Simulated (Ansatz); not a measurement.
# BaS (WC type): other levels of theory at one geometry

One table from this session's results is given with a row withheld; the runs are named, their logs left out.

Method: DFT at several levels, plane waves, PAW, in Ansatz 0.2.0.

2 further runs of the same task are left out: 2 that didn't finish. Runs told in other sessions of the task aren't counted.

**The structure to begin with**

The structure is hexagonal, space group P-6m2 (No. 187). Conventional cell: a = 4.365 Å, b = 4.365 Å, c = 3.978 Å, α = 90.00°, β = 90.00°, γ = 120.00°. Ba (site symmetry -6m2) is surrounded by 6 S at 3.21 Å. S (site symmetry -6m2) has 6 Ba at 3.21 Å in its first shell of neighbours.

Coordinates:

```
Ba S
1.0
     4.36529    0.00000    0.00000
    -2.18265    3.78046    0.00000
     0.00000    0.00000    3.97807
Ba S
1 1
Direct
  0.00000 0.00000 0.00000
  0.66667 0.33333 0.50000
```

An earlier run at PBE left this cell at 32.825 Å³/atom and 0.00 GPa (10×10×8 mesh), mesh gap 2.04 eV.

Levels to run: PBE+SOC; r²SCAN; PBEsol; LDA; HSE06. Hardware: 2 threads of Arm Neoverse V2, shared host.

The first run:

input.yaml reads:

```yaml
crystal:
  lattice:
    - [4.3652937922, 0.0, 0.0]
    - [-2.1826468961, 3.780455319, 0.0]
    - [0.0, 0.0, 3.9780699241]
  atoms:
    - { symbol: Ba, position: [0.0, 0.0, 0.0] }
    - { symbol: S, position: [0.6666666667, 0.3333333333, 0.5] }
basis:
  ecutwfc: 420
  ecutrho_ratio: 4
kpoints:
  mp_grid: { grid: [10, 10, 8] }
hamiltonian:
  xc: pbe
scf:
  occupations: { method: gaussian, width: 0.05 }
output:
  forces: true
  stress: true
  eigenvalues: true
  populations: true
  dos: { projected: true, de: 0.02 }
  write_density: true
  write_potential: true
  elf: true
  volumetric_format: npy
magnetization:
  noncollinear: true
  spin_orbit: true
```

Command:

```sh
$ ansatz run input.yaml --threads 2 --pin off --max-ram 2662MiB --backend cpu --events-out ev --progress --plain --runs-dir out
```

Among the steps run: PBE+SOC; r²SCAN; PBEsol; LDA; HSE06.

One of the session's tables, all rows but one given; the rest of the session is left out.

```
  level  gap on the mesh (eV)  pressure (GPa)
    PBE                  2.04             0.0
    LDA                  1.83            -3.2
 PBEsol                     ?               ?
PBE+SOC                  2.04             0.0
 r²SCAN                  2.40            -0.1
  HSE06                  2.97            -0.4
```

**Question.** Estimate the row for PBEsol.

**Answer.** gap on the mesh (eV): 1.92; pressure (GPa): -1.9. In the column «gap on the mesh (eV)» it lies between LDA (1.83) and PBE (2.04).

The pressure runs from -3.2 GPa (LDA) to 0.0 GPa (PBE); a negative pressure means that level wants a smaller cell, a positive one a larger cell. The gap is widest with HSE06 (2.97 eV) and narrowest with LDA (1.83 eV). Total energies of different levels have different zeros and can't be compared.

Limits of these values: Warnings in the runs' records: stress exchange threshold loose, stress scf threshold loose.
